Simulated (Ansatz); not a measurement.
# BaTiO3: the cost of one run

Computed with Ansatz 0.2.0 (reference: DFT r2SCAN, plane waves, PAW, scalar-relativistic, no spin polarisation, unless a step's input says otherwise).

## 1. Starting point

It takes space group R3m (No. 160, trigonal). The conventional cell has a = 5.601 Å, b = 5.601 Å, c = 6.888 Å, α = 90.00°, β = 90.00°, γ = 120.00°. Ba (site symmetry 3m) is surrounded by 12 O at 2.76 to 2.86 Å. Around Ti (site symmetry 3m) lie 6 O at 1.86 to 2.12 Å. Around O (site symmetry m) lie 2 Ti at 1.86 to 2.12 Å.

As a file:

```
Ba Ti O
1.0
     3.97678    3.96590    0.00000
     0.02173    3.97674    3.96589
     3.97678    0.01084    3.96589
Ba Ti O
2 2 6
Direct
  0.00000 0.00000 0.00000
  0.50000 0.50000 0.50000
  0.24265 0.24265 0.24265
  0.74265 0.74265 0.74265
  0.49955 0.00925 0.00925
  0.99955 0.50925 0.50925
  0.00925 0.49955 0.00925
  0.50925 0.99955 0.50925
  0.00925 0.00925 0.49955
  0.50925 0.50925 0.99955
```

## 2. The reference run

The input, input.yaml:

```yaml
crystal:
  lattice:
    - [3.97678347, 3.96589759, 0.0]
    - [0.02173214, 3.97673394, 3.96588768]
    - [3.97678347, 0.01083635, 3.96588768]
  atoms:
    - { symbol: Ba, position: [0.0, 0.0, 0.0] }
    - { symbol: Ba, position: [0.5, 0.5, 0.5] }
    - { symbol: Ti, position: [0.24265, 0.24265, 0.24265] }
    - { symbol: Ti, position: [0.74265, 0.74265, 0.74265] }
    - { symbol: O, position: [0.49955, 0.00925, 0.00925] }
    - { symbol: O, position: [0.99955, 0.50925, 0.50925] }
    - { symbol: O, position: [0.00925, 0.49955, 0.00925] }
    - { symbol: O, position: [0.50925, 0.99955, 0.50925] }
    - { symbol: O, position: [0.00925, 0.00925, 0.49955] }
    - { symbol: O, position: [0.50925, 0.50925, 0.99955] }
  symmetry: { tolerance: 0.0003 }
kpoints:
  mp_grid: { grid: [4, 4, 4], shift: [0, 0, 0] }
magnetization:
  spin_polarized: false
scf:
  occupations: { method: fermi_dirac }
hamiltonian:
  pseudopotentials: { kind: paw }
  xc: r2scan
basis:
  ecutwfc: 500
output:
  forces: true
  stress: true
  eigenvalues: true
```

Started as:

```sh
ansatz run input.yaml --threads 1 --pin off --max-ram 2560MiB --backend cpu --events-out ev --progress --plain --runs-dir out
```

**Question.** How long does this run take on 1 thread of an Arm CPU, shared host, and how much memory does it need?

About 17 s, with a peak of 0.81 GiB.
